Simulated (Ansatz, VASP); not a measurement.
## Two plane-wave programs on Ta

INCAR

```
SYSTEM = Ta
  ALGO = Fast
  EDIFF = 1E-6
  EDIFFG = -0.01
  ENCUT = 600
  GGA = PE
  IBRION = 2
  ISIF = 3
  ISMEAR = 0
  LASPH = .TRUE.
  LCHARG = .FALSE.
  LREAL = .FALSE.
  LWAVE = .FALSE.
  NELM = 100
  NSW = 100
  PREC = Accurate
  SIGMA = 0.1
```

The input KPOINTS:

```
k-points
0
G
  21 21 20
  0 0 0
```

Contents of POSCAR:

```
Ta
1.0
    2.9038801797      0.0000000000      0.0000000000
   -1.4519400898      2.5148340051      0.0000000000
    0.0000000000      0.0000000000      2.7237727055
Ta
1
Direct
    0.0000000000      0.0000000000      0.5000000000
```

Input for Ansatz:

```yaml
crystal:
  lattice:
    - [2.9038801797, 0.0, 0.0]
    - [-1.4519400898, 2.5148340051, 0.0]
    - [0.0, 0.0, 2.7237727055]
  atoms:
    - { symbol: Ta, position: [0.0, 0.0, 0.5] }
basis:
  ecutwfc: 420
kpoints:
  mp_grid: { grid: [21, 21, 20] }
hamiltonian:
  xc: pbe
scf:
  occupations: { method: gaussian, width: 0.1 }
output:
  forces: true
  stress: true
  eigenvalues: true
relax:
  adjacent_minimum: "off"
  f_tol: 0.01
  max_steps: 80
  cell: { stress_tol: 0.05 }
```

Alike in both runs: task relaxation of cell and atoms; functional PBE; k mesh 21 × 21 × 20; occupations gaussian, width 0.1 eV; no spin polarisation.

```csv
,VASP,Ansatz
version,VASP 6.6.1,Ansatz 0.2.0
potentials or method,"VASP PAW PBE potentials, release 64 (Ta_pv)","scalar-relativistic, plane waves, PAW"
plane-wave cutoff (eV),600,420
valence electrons in the cell,11,13
```

Ansatz gave:

* gap on the k mesh at the Fermi level, each at its own relaxed structure (eV): none
* relaxed volume (Å³/atom): 19.75
* relaxed cell length with the largest relative difference (Å): 2.734
* energy change over the relaxation (meV/atom): -2

Q: Estimate VASP's values.

A: gap on the k mesh at the Fermi level, each at its own relaxed structure (eV): none; relaxed volume (Å³/atom): 19.76; relaxed cell length with the largest relative difference (Å): 2.735; energy change over the relaxation (meV/atom): -2.

A gap of «none» marks a metal or a gap that the smearing closes. The two sets of potentials don't hold the same shells in valence.

The runs have no spin-orbit coupling, so splittings on Ta are missing.
